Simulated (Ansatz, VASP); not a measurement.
## Two plane-wave programs on Ti

File INCAR:

```
PREC = Accurate
ENCUT = 520
EDIFF = 1E-6
ISMEAR = 0
SIGMA = 0.15
LREAL = F
LASPH = T
NELM = 100
ALGO = Fast
ISIF = 2
LWAVE = F
LCHARG = T
GGA = PS
LELF = T
LVHAR = T
NBANDS = 12
```

The input KPOINTS:

```
Automatic mesh
0
Gamma
  20 20 20
```

File POSCAR:

```
Ti
1.0
    0.0000000000      2.0300000000      1.8676000000
    2.0300000000      0.0000000000      1.8676000000
    2.0300000000      2.0300000000      0.0000000000
Ti
1
Direct
    0.0000000000      0.0000000000      0.0000000000
```

Input for Ansatz:

```yaml
crystal:
  lattice:
    - [0.0, 2.03, 1.8676]
    - [2.03, 0.0, 1.8676]
    - [2.03, 2.03, 0.0]
  atoms:
    - { symbol: Ti, position: [0.0, 0.0, 0.0] }
basis:
  ecutwfc: 420
kpoints:
  mp_grid: { grid: [20, 20, 20] }
hamiltonian:
  xc: pbesol
scf:
  occupations: { method: gaussian, width: 0.15 }
output:
  forces: true
  stress: true
  eigenvalues: true
```

Change from the starting cell: strain +0.000 along x and y, -0.080 along z, atoms carried along.

Alike in both runs: task single point; functional PBEsol; k mesh 20 × 20 × 20; occupations gaussian, width 0.15 eV; no spin polarisation.

|  | VASP | Ansatz |
| --- | --- | --- |
| version | VASP 6.6.1 | Ansatz 0.2.0 |
| potentials or method | VASP PAW PBE potentials, release 64 (Ti_sv) | scalar-relativistic, plane waves, PAW |
| plane-wave cutoff (eV) | 520 | 420 |
| valence electrons in the cell | 12 | 12 |

|  | VASP | Ansatz | Ansatz less VASP |
| --- | --- | --- | --- |
| gap on the k mesh at the Fermi level (eV) | none | none | - |
| pressure (GPa) | 10.0 | 10.5 | +0.47 |
| largest component of the traceless stress (GPa) | 1.73 | 1.71 | -0.021 |

A gap of «none» marks a metal or a gap that the smearing closes.

Caveats: the PAW data sets were made with another functional, which shifts forces and pressure a little (VASP).
